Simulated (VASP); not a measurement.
A run of VASP 6.6.1:

File INCAR:

```
PREC     = Accurate       # precision mode
ENCUT    = 520            # plane-wave cutoff, eV
EDIFF    = 1E-6           # SCF threshold, eV
ISMEAR   = 0              # smearing method
SIGMA    = 0.012          # smearing width, eV
LREAL    = F              # projectors in reciprocal space
LASPH    = T              # aspherical terms in the spheres
NELM     = 80             # most SCF steps
ALGO     = Normal         # electronic algorithm
ISIF     = 2              # what is computed and relaxed
LWAVE    = F              # write WAVECAR
LCHARG   = T              # write CHGCAR
GGA      = PE             # functional
LELF     = T              # ELF
LVHAR    = T
```

KPOINTS

```
Automatic mesh
0
Gamma
  7 7 4
```

The input POSCAR:

```
Mg3Sb2
1.0
    4.5820000000      0.0000000000      0.0000000000
   -2.2910000000      3.9681284001      0.0000000000
    0.0000000000      0.0000000000      7.2440000000
Sb Mg
2 3
Direct
    0.6666666667      0.3333333333      0.7650000000
    0.3333333333      0.6666666667      0.2350000000
    0.0000000000      0.0000000000      0.0000000000
    0.6666666667      0.3333333333      0.3700000000
    0.3333333333      0.6666666667      0.6300000000
```

Potentials or basis: VASP PAW PBE potentials, release 64 (Sb, Mg).

Run with:

```bash
$ cat potpaw_PBE.64/Sb/POTCAR potpaw_PBE.64/Mg/POTCAR > POTCAR
$ mpirun -np 1 vasp_std > vasp.out
```

Hardware: 1 thread of Intel(R) Xeon(R) Platinum 8375C CPU @ 2.90GHz (Ice Lake), on a shared host.

Question: Estimate the wall time of this run.

Answer: It took 71 s on 1 thread of Intel(R) Xeon(R) Platinum 8375C CPU @ 2.90GHz (Ice Lake) (shared host), peak memory 0.26 GiB. Counts: scf iterations 13, k points 28.
